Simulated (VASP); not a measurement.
# HfB (Fm-3m) in VASP: a series of runs

The runs below take HfB through single point, with r2SCAN, revPBE, PBEsol, PBE.

Everything below comes from runs of VASP 6.6.1. Logs are shortened: lines on timing, memory, paths and dates and some standing lists are left out, and cuts for length are marked.

## (1) The structure

It takes space group Fm-3m (No. 225, cubic). Conventional cell: a = 4.620 Å, b = 4.620 Å, c = 4.620 Å, α = 90.00°, β = 90.00°, γ = 90.00°. Hf (site symmetry m-3m) has 6 B at 2.31 Å as nearest neighbours. B (site symmetry m-3m) has 6 Hf at 2.31 Å as nearest neighbours.

## (2) Single point, r2SCAN

Contents of POSCAR:

```
HfB
1.0
    0.0000000000      2.3100000000      2.3100000000
    2.3100000000      0.0000000000      2.3100000000
    2.3100000000      2.3100000000      0.0000000000
Hf B
1 1
Direct
    0.5000000000      0.5000000000      0.5000000000
    0.0000000000      0.0000000000      0.0000000000
```

Contents of INCAR.step1:

```
SYSTEM = HfB
PREC = Accurate ; ENCUT = 520
ISMEAR = 1 ; SIGMA = 0.1
LREAL = .FALSE. ; LASPH = .TRUE.
NELM = 60 ; NBANDS = 14
GGA = PE ; ALGO = Normal
EDIFF = 1E-4 ; LWAVE = .TRUE.
LCHARG = .FALSE.
```

Contents of INCAR.step2:

```
SYSTEM = HfB
PREC = Accurate ; ENCUT = 520
EDIFF = 1E-6 ; ISMEAR = 1
SIGMA = 0.1 ; LREAL = .FALSE.
LASPH = .TRUE. ; NELM = 60
ALGO = Normal ; ISIF = 2
LWAVE = .FALSE. ; LCHARG = .FALSE.
METAGGA = R2SCAN ; LMIXTAU = .TRUE.
NBANDS = 14 ; ISTART = 1
```

Contents of KPOINTS:

```
regular mesh
0
G
  5 5 5
  0 0 0
```

Potentials or basis: VASP PAW PBE potentials, release 64 (Hf_pv, B).

Command:

```console
> cat potpaw_PBE.64/Hf_pv/POTCAR potpaw_PBE.64/B/POTCAR > POTCAR
> cp INCAR.step1 INCAR
> mpirun -np 1 vasp_std > vasp.out
> cp INCAR.step2 INCAR
> mpirun -np 1 vasp_std > vasp.out
```

OUTCAR:

```text
SYSTEM = HfB
   PREC = Accurate
   ENCUT = 520
   EDIFF = 1E-6
   ISMEAR = 1
   LREAL = .FALSE.
   LASPH = .TRUE.
   NELM = 60
   ISIF = 2
   METAGGA = R2SCAN
   ISTART = 1

 ion  position               nearest neighbor table
   1  0.500  0.500  0.500-   2 2.31   2 2.31   2 2.31   2 2.31   2 2.31   2 2.31
   2  0.000  0.000  0.000-   1 2.31   1 2.31   1 2.31   1 2.31   1 2.31   1 2.31

  LATTYP: Found a face centered cubic cell.
 ALAT       =     4.6200000000

  Lattice vectors:

 A1 = (   0.0000000000,   2.3100000000,   2.3100000000)
 A2 = (   2.3100000000,   0.0000000000,   2.3100000000)
 A3 = (   2.3100000000,   2.3100000000,   0.0000000000)

Analysis of symmetry for initial positions (statically):
=====================================================================
 Subroutine PRICEL returns:
 Original cell was already a primitive cell.

 Routine SETGRP: Setting up the symmetry group for a
 face centered cubic supercell.

 Subroutine GETGRP returns: Found 48 space group operations
 (whereof 48 operations were pure point group operations)
 out of a pool of 48 trial point group operations.

The static configuration has the point symmetry O_h .

Analysis of symmetry for dynamics (positions and initial velocities):
=====================================================================
 Subroutine PRICEL returns:
 Original cell was already a primitive cell.

 Routine SETGRP: Setting up the symmetry group for a
 face centered cubic supercell.

 Subroutine GETGRP returns: Found 48 space group operations
 (whereof 48 operations were pure point group operations)
 out of a pool of 48 trial point group operations.

The dynamic configuration has the point symmetry O_h .

 Subroutine INISYM returns: Found 48 space group operations
 (whereof 48 operations are pure point group operations),
 and found     1 'primitive' translations

----------------------------------------------------------------------------------------

                                     Primitive cell

  volume of cell :      24.6528

  direct lattice vectors                    reciprocal lattice vectors
     0.000000000  2.310000000  2.310000000    -0.216450216  0.216450216  0.216450216
     2.310000000  0.000000000  2.310000000     0.216450216 -0.216450216  0.216450216
     2.310000000  2.310000000  0.000000000     0.216450216  0.216450216 -0.216450216

  length of vectors
     3.266833329  3.266833329  3.266833329     0.374902772  0.374902772  0.374902772

  position of ions in fractional coordinates (direct lattice)
     0.500000000  0.500000000  0.500000000
     0.000000000  0.000000000  0.000000000

  ion indices of the primitive-cell ions
   primitive index   ion index
                 1           1
                 2           2

----------------------------------------------------------------------------------------

 KPOINTS: regular mesh

Automatic generation of k-mesh.
 Grid dimensions read from file:
 generate k-points for:    5    5    5

 Generating k-lattice:

  Cartesian coordinates                     Fractional coordinates (reciprocal lattice)
    -0.043290043  0.043290043  0.043290043     0.200000000  0.000000000  0.000000000
     0.043290043 -0.043290043  0.043290043     0.000000000  0.200000000  0.000000000
     0.043290043  0.043290043 -0.043290043     0.000000000  0.000000000  0.200000000

  Length of vectors
     0.074980554  0.074980554  0.074980554

  Shift w.r.t. Gamma in fractional coordinates (k-lattice)
     0.000000000  0.000000000  0.000000000

 Subroutine IBZKPT returns following result:
 ===========================================

 Found     10 irreducible k-points:

 Following reciprocal coordinates:
            Coordinates               Weight
  0.000000  0.000000  0.000000      1.000000
  0.200000  0.000000  0.000000      8.000000
  0.400000  0.000000  0.000000      8.000000
  0.200000  0.200000  0.000000      6.000000
  0.400000  0.200000  0.000000     24.000000
 -0.400000  0.200000  0.000000     24.000000
 -0.200000  0.200000  0.000000     12.000000
  0.400000  0.400000  0.000000      6.000000
 -0.400000  0.400000  0.000000     12.000000
 -0.400000  0.400000  0.200000     24.000000
   k-points           NKPTS =     10   k-points in BZ     NKDIM =     10   number of bands    NBANDS=     14
   number of dos      NEDOS =    301   number of ions     NIONS =      2
   total plane-waves  NPLWV =  13824
   dimension x,y,z NGX =    24 NGY =   24 NGZ =   24
   dimension x,y,z NGXF=    48 NGYF=   48 NGZF=   48
   ions per type =               1   1
   NGX,Y,Z   is equivalent  to a cutoff of  12.21, 12.21, 12.21 a.u.
   NGXF,Y,Z  is equivalent  to a cutoff of  24.43, 24.43, 24.43 a.u.
 SYSTEM =  HfB
   PREC   = accura    normal or accurate (medium, high low for compatibility)
   ISTART =      1    job   : 0-new  1-cont  2-samecut
   ICHARG =      0    charge: 1-file 2-atom 10-const
   ISPIN  =      1    spin polarized calculation?
   LNONCOLLINEAR =      F non collinear calculations
   LSORBIT =      F    spin-orbit coupling
   LASPH  =      T    aspherical Exc in radial PAW
   ENCUT  =  520.0 eV  38.22 Ry    6.18 a.u.   6.07  6.07  6.07*2*pi/ulx,y,z
   NELM   =     60;   NELMIN=  2; NELMDL=  0     # of ELM steps
   EDIFF  = 0.1E-05   stopping-criterion for ELM
   LREAL  =      F    real-space projection
   EDIFFG = 0.1E-04   stopping-criterion for IOM
   NSW    =      0    number of steps for IOM
   IBRION =     -1    ionic relax: 0-MD 1-quasi-New 2-CG
   NFREE  =      0    steps in history (QN), initial steepest desc. (CG)
   ISIF   =      2    stress and relaxation
   ISYM   =      2    0-nonsym 1-usesym 2-fastsym
   POTIM  = 0.5000    time-step for ionic-motion
   TEBEG  =    0.0;   TEEND  =   0.0 temperature during run
   PSTRESS=    0.0 pullay stress
   NELECT =      13.0000    total number of electrons
   NUPDOWN=      -1.0000    fix difference up-down
   EMIN   =  10.00;   EMAX   =-10.00  energy-range for DOS
   EFERMI =   0.00;   METHOD = LEGACY
   ISMEAR =     1;   SIGMA  =   0.10  broadening in eV -4-tet -1-fermi 0-gaus
   EFERMI_NEDOS =   21; number of points for ismear=-14 and -15
   IALGO  =     38    algorithm
   IMIX   =      4    mixing-type and parameters
     AMIX     =   0.40;   BMIX     =  1.00
     AMIX_MAG =   1.60;   BMIX_MAG =  1.00
  volume/ion in A,a.u.               =      12.33        83.18
  Fermi-wavevector in a.u.,A,eV,Ry     =   1.322617  2.499383 23.800871  1.749315
  Thomas-Fermi vector in A             =   2.452285
   LORBIT       =      0    0 simple, 1 ext, 2 COOP (PROOUT), +10 PAW based schemes
   METAGGA = R2SCAN    functional components
   LHFCALC =     F    Hartree Fock is set to
   AEXX    =    0.0000 exact exchange contribution
   IVDW    =     0    specifies the selected vdW correction
   LEPSILON=     F    determine dielectric tensor
   LRPA    =     F    only Hartree local field effects (RPA)
 non-spin polarized calculation
 Methfessel and Paxton  Order N= 1 SIGMA  =   0.10
  energy-cutoff  :      520.00
  volume of cell :       24.65
 maximum number of plane-waves:       678
   NGX = 13   NGY = 13   NGZ = 13

 number of electron      13.0000002 magnetization

 Free energy of the ion-electron system (eV)
  ---------------------------------------------------
  ext. energy  EPLUGINS =         0.00000000
  ---------------------------------------------------
  free energy    TOTEN  =       -53.17497671 eV

  energy without entropy =      -53.16964977  energy(sigma->0) =      -53.17320106

 E-fermi :   5.2581     XC(G=0): -13.2335

 val. band max:        4.8087401149   @ k =   0.2000   0.0000   0.0000
 cond. band min:       5.2655278120   @ k =   0.4000   0.2000   0.0000
 fundamental gap:      0.4567876971
 Fermi energy:         5.2581205100

 k-point     1 :       0.0000    0.0000    0.0000
  band No.  band energies     occupation
      1     -24.3776      2.00000
      2     -24.3776      2.00000
      3     -24.3776      2.00000
      4      -5.1545      2.00000
      5       7.4856      0.00000
      6       7.4856      0.00000
      7       7.4856      0.00000
      8       9.2013      0.00000
      9       9.2013      0.00000
     10       9.2013      0.00000
     11       9.4176      0.00000
     12       9.4176      0.00000
     13      17.2696      0.00000
     14      18.8724      0.00000

 k-point     2 :       0.2000    0.0000    0.0000
  band No.  band energies     occupation
      1     -24.6526      2.00000
      2     -24.4047      2.00000
      3     -24.4047      2.00000
      4      -4.0145      2.00000
      5       4.8087      2.00000
      6       5.6040     -0.00001
      7       5.6040     -0.00001
      8       8.8193      0.00000
      9       8.8193      0.00000
     10      10.2449      0.00000
     11      14.0411      0.00000
     12      14.0411      0.00000
     13      19.2741      0.00000
     14      19.5033      0.00000

 k-point     3 :       0.4000    0.0000    0.0000
  band No.  band energies     occupation
      1     -25.0689      2.00000
      2     -24.4479      2.00000
      3     -24.4479      2.00000
      4      -1.3811      2.00000
      5       1.6474      2.00000
      6       3.8138      2.00000
      7       3.8138      2.00000
      8      11.3015      0.00000
      9      11.3015      0.00000
     10      11.8080      0.00000
     11      15.7927      0.00000
     12      18.8678      0.00000
     13      18.8678      0.00000
     14      19.2750      0.00000

 k-point     4 :       0.2000    0.2000    0.0000
  band No.  band energies     occupation
      1     -24.6306      2.00000
      2     -24.4703      2.00000
      3     -24.4703      2.00000
      4      -3.7166      2.00000
      5       3.8789      2.00000
      6       5.8960     -0.00000
      7       6.6888     -0.00000
      8       6.6888     -0.00000
      9      10.0346      0.00000
     10      11.9610      0.00000
     11      11.9610      0.00000
     12      15.2575      0.00000
     13      19.2749      0.00000
     14      20.7413      0.00000

 k-point     5 :       0.4000    0.2000    0.0000
  band No.  band energies     occupation
      1     -24.9350      2.00000
      2     -24.5534      2.00000
      3     -24.5255      2.00000
      4      -1.9267      2.00000
      5       2.2557      2.00000
      6       4.0794      2.00000
      7       5.2655      0.87501
      8       8.2097      0.00000
      9      11.8824      0.00000
     10      12.9922      0.00000
     11      14.7639      0.00000
     12      17.5112      0.00000
     13      19.2751      0.00000
     14      19.7889      0.00000

 k-point     6 :      -0.4000    0.2000    0.0000
  band No.  band energies     occupation
      1     -25.0331      2.00000
      2     -24.6518      2.00000
      3     -24.4948      2.00000
      4      -0.3351      2.00000
      5       0.9023      2.00000
      6       3.7105      2.00000
      7       4.0941      2.00000
      8      10.8943      0.00000
      9      11.4730      0.00000
     10      12.4953      0.00000
     11      16.7154      0.00000
     12      17.2830      0.00000
     13      18.5842      0.00000
     14      19.2751      0.00000

 k-point     7 :      -0.2000    0.2000    0.0000
  band No.  band energies     occupation
      1     -24.8441      2.00000
      2     -24.5825      2.00000
      3     -24.4201      2.00000
      4      -2.4152      2.00000
      5       2.9554      2.00000
      6       4.2723      2.00000
      7       4.3113      2.00000
      8       9.1966      0.00000
      9      11.6796      0.00000
     10      11.9482      0.00000
     11      13.7413      0.00000
     12      18.0880      0.00000
     13      18.7794      0.00000
     14      19.2751      0.00000

 k-point     8 :       0.4000    0.4000    0.0000
  band No.  band energies     occupation
      1     -25.0029      2.00000
      2     -24.6185      2.00000
      3     -24.6185      2.00000
      4      -2.1953      2.00000
      5       3.2176      2.00000
      6       4.2073      2.00000
      7       7.2193     -0.00000
      8       7.2193     -0.00000
      9      11.2344      0.00000
     10      13.5830      0.00000
     11      13.5830      0.00000
     12      16.7595      0.00000
     13      18.8011      0.00000
     14      19.2751      0.00000

 k-point     9 :      -0.4000    0.4000    0.0000
  band No.  band energies     occupation
      1     -24.9859      2.00000
      2     -24.7606      2.00000
      3     -24.6000      2.00000
      4      -1.6205      2.00000
      5       3.2322      2.00000
      6       3.7278      2.00000
      7       5.7718     -0.00000
      8       7.9010      0.00000
      9      12.6792      0.00000
     10      13.5074      0.00000
     11      14.2957      0.00000
     12      15.6106      0.00000
     13      19.2750      0.00000
     14      20.4173      0.00000

 k-point    10 :      -0.4000    0.4000    0.2000
  band No.  band energies     occupation
      1     -24.9363      2.00000
      2     -24.7611      2.00000
      3     -24.5900      2.00000
      4      -1.1363      2.00000
      5       2.4786      2.00000
      6       3.6531      2.00000
      7       4.5131      2.00000
      8       9.7658      0.00000
      9      11.7027      0.00000
     10      13.4972      0.00000
     11      13.9438      0.00000
     12      17.4454      0.00000
     13      19.2751      0.00000
     14      20.3279      0.00000

------------------------ aborting loop because EDIFF is reached ----------------------------------------

  FORCE on cell =-STRESS in cart. coord.  units (eV):
  Direction    XX          YY          ZZ          XY          YZ          ZX
  --------------------------------------------------------------------------------------
  -------------------------------------------------------------------------------------
  Total        4.6865319      4.6865319      4.6865319      0.0000000      0.0000000      0.0000000
  in kB      304.5763856    304.5763856    304.5763856      0.0000000      0.0000000      0.0000000
  external PRESSURE =     304.5763856 kB  Pullay stress =       0.0000000 kB

 VOLUME and BASIS-vectors are now :
 -----------------------------------------------------------------------------
  energy-cutoff  :      520.00
  volume of cell :       24.65
      direct lattice vectors                 reciprocal lattice vectors
     0.000000000  2.310000000  2.310000000    -0.216450216  0.216450216  0.216450216
     2.310000000  0.000000000  2.310000000     0.216450216 -0.216450216  0.216450216
     2.310000000  2.310000000  0.000000000     0.216450216  0.216450216 -0.216450216

 POSITION                                       TOTAL-FORCE (eV/Angst)
 -----------------------------------------------------------------------------------
      2.31000      2.31000      2.31000         0.000000      0.000000      0.000000
      0.00000      0.00000      0.00000        -0.000000     -0.000000     -0.000000
 -----------------------------------------------------------------------------------
    total drift:                                0.000000     -0.000000      0.000000

  FREE ENERGIE OF THE ION-ELECTRON SYSTEM (eV)
  ---------------------------------------------------
  free  energy   TOTEN  =       -53.1749767134 eV

  energy  without entropy=      -53.1696497669  energy(sigma->0) =      -53.17320106
```

Run time: 11 s. Hardware: 1 thread of Intel Xeon Platinum 8488C (Sapphire Rapids), shared host; peak memory 0.14 GiB.

What came out:

* Free energy: -53.1750 eV
* Pressure: 30.5 GPa
* Band gap on the k mesh: none (metal or under the smearing width)

Caveat: the k mesh is coarse (spacing up to 0.47 Å⁻¹), so the values aren't converged; a pressure of tens of GPa on the cell as given is suspect, and the run, the potentials or the cell itself is likely at fault; the PAW data sets were made with another functional, which shifts forces and pressure a little. The run has no spin-orbit coupling, so splittings on Hf are missing.

## (3) Single point, revPBE

Contents of INCAR:

```
SYSTEM = HfB
PREC = Accurate ; ENCUT = 520
EDIFF = 1E-6 ; ISMEAR = 1
SIGMA = 0.1 ; LREAL = .False.
LASPH = .True. ; NELM = 80
ALGO = Fast ; ISIF = 2
LWAVE = .False. ; LCHARG = .True.
GGA = RE ; LELF = .True.
LVHAR = .True. ; NBANDS = 14
```

Contents of KPOINTS:

```
regular mesh
0
Gamma
  5 5 5
  0 0 0
```

POSCAR is that of step 2.

Potentials or basis: VASP PAW PBE potentials, release 64 (Hf_pv, B).

Command:

```console
> cat potpaw_PBE.64/Hf_pv/POTCAR potpaw_PBE.64/B/POTCAR > POTCAR
> mpirun -np 1 vasp_std > vasp.out
```

Run time: 3.7 s. Hardware: 1 thread of Intel Xeon Platinum 8488C (Sapphire Rapids), shared host; peak memory 0.13 GiB.

The run converged. Its results:

- Free energy: -16.5306 eV
- Pressure: 34.4 GPa
- Band gap on the k mesh: none (metal or under the smearing width)

Levels at points of the mesh, in eV from the Fermi level:
| k point | band 4 | band 5 | band 6 | band 7 | band 8 | band 9 |
| --- | --- | --- | --- | --- | --- | --- |
| (0.00, 0.00, 0.00) | -9.83 | 1.98 | 1.98 | 1.98 | 3.75 | 3.75 |

Caveat: the k mesh is coarse (spacing up to 0.47 Å⁻¹), so the values aren't converged; a pressure of tens of GPa on the cell as given is suspect, and the run, the potentials or the cell itself is likely at fault; the PAW data sets were made with another functional, which shifts forces and pressure a little. The run has no spin-orbit coupling, so splittings on Hf are missing.

## (4) Single point, PBEsol

Contents of INCAR:

```
PREC = Accurate
ENCUT = 520
EDIFF = 1E-6
ISMEAR = 1
SIGMA = 0.1
LREAL = F
LASPH = T
NELM = 80
ALGO = Normal
ISIF = 2
LWAVE = F
LCHARG = T
GGA = PS
LELF = T
LVHAR = T
NBANDS = 14
```

Contents of KPOINTS:

```
regular mesh
0
Gamma
  5 5 5
```

POSCAR is that of step 3.

Command:

```console
> cat potpaw_PBE.64/Hf_pv/POTCAR potpaw_PBE.64/B/POTCAR > POTCAR
> mpirun -np 1 vasp_std > vasp.out
```

Run time: 3.3 s. Hardware: 1 thread of Intel Xeon Platinum 8488C (Sapphire Rapids), shared host; peak memory 0.14 GiB.

It converged, with:

| Property | Result |
| --- | --- |
| Free energy | -18.2201 eV |
| Pressure | 25.5 GPa |
| Band gap on the k mesh | none (metal or under the smearing width) |

Levels at points of the mesh, in eV from the Fermi level:
```tsv
k point	band 3	band 4	band 5	band 6	band 7	band 8	band 9	band 10
(0.00, 0.00, 0.00)	-28.50	-9.79	1.91	1.91	1.91	3.78	3.78	3.78
```

Caveat: the k mesh is coarse (spacing up to 0.47 Å⁻¹), so the values aren't converged; so large a pressure means that the cell lies far from this level's equilibrium, or that cutoff or potentials fall short; the potentials were made for another functional, which shifts forces and pressure.

(Part 1 of 2 ends here.)
